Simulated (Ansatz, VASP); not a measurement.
## Two plane-wave programs on Ge

The input INCAR:

```
SYSTEM = Ge
ALGO = Normal
EDIFF = 1E-6
ENCUT = 520
GGA = PS
ISIF = 2
ISMEAR = 0
LASPH = .True.
LCHARG = .False.
LREAL = .False.
LWAVE = .False.
NBANDS = 21
NELM = 60
PREC = Accurate
SIGMA = 0.15
```

The input KPOINTS:

```
k-points
0
Gamma
  14 14 14
  0 0 0
```

File POSCAR:

```
Ge
1.0
    0.0000000000      2.8712015500      2.7439069000
    2.8712015500      0.0000000000      2.7439069000
    2.8712015500      2.8712015500      0.0000000000
Ge
2
Direct
    0.5000000000      0.5000000000      0.5000000000
    0.7500000000      0.7500000000      0.7500000000
```

Input for Ansatz:

```yaml
crystal:
  lattice:
    - [0.0, 2.87120155, 2.7439069]
    - [2.87120155, 0.0, 2.7439069]
    - [2.87120155, 2.87120155, 0.0]
  atoms:
    - { symbol: Ge, position: [0.5, 0.5, 0.5] }
    - { symbol: Ge, position: [0.75, 0.75, 0.75] }
basis:
  ecutwfc: 420
kpoints:
  mp_grid: { grid: [14, 14, 14] }
hamiltonian:
  xc: pbesol
scf:
  occupations: { method: gaussian, width: 0.15 }
output:
  forces: true
  stress: true
  eigenvalues: true
  write_density: true
  write_potential: true
  elf: true
  volumetric_format: npy
```

Change from the starting cell: strain +0.015 along x and y, -0.030 along z, atoms carried along.

Alike in both runs: task single point; functional PBEsol; k mesh 14 × 14 × 14; occupations gaussian, width 0.15 eV; no spin polarisation.

|  | VASP | Ansatz |
| --- | --- | --- |
| version | VASP 6.6.1 | Ansatz 0.2.0 |
| potentials or method | VASP PAW PBE potentials, release 64 (Ge_d) | scalar-relativistic, plane waves, PAW |
| plane-wave cutoff (eV) | 520 | 420 |
| valence electrons in the cell | 28 | 28 |

|  | VASP | Ansatz | Ansatz less VASP |
| --- | --- | --- | --- |
| gap on the k mesh at the Fermi level (eV) | 0.10 | 0.09 | -0.006 |
| least direct gap on the mesh (eV) | 0.24 | 0.25 | +0.011 |
| pressure (GPa) | 0.6 | 0.7 | +0.08 |
| largest component of the traceless stress (GPa) | 1.96 | 1.96 | -0.006 |

Caveats: the PAW data sets were made with another functional, which shifts forces and pressure a little (VASP).
